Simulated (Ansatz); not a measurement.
# Fe in Ansatz: the effect of functional

The system is Fe.

```
CELL_PARAMETERS angstrom
-1.44300 1.44300 1.44300
1.44300 -1.44300 1.44300
1.44300 1.44300 -1.44300
ATOMIC_POSITIONS crystal
Fe 0.00000 0.00000 0.00000
```

Alike in all runs:

- Program: Ansatz 0.2.0
- Task: band structure
- Potentials or basis: all-electron LAPW, scalar-relativistic
- Cutoff: 303 eV (chosen from the basis error)
- Basis error allowed: 0.001 eV/atom
- k mesh: 13 × 13 × 13
- Occupations: fermi-dirac, width 0.05 eV
- Spin: collinear spin, ferromagnetic start
- Starting moments: [3.0] μB

Q: One run gave: pressure -18.1 GPa; moment 2.25 μB. Which functional did it use?
A. PBEsol
B. LDA
C. PBE

A: A.

| functional | pressure (GPa) | moment (μB) |
| --- | --- | --- |
| PBE | -9.8 | 2.24 |
| LDA | -26.1 | 2.20 |
| PBEsol | -18.1 | 2.25 |
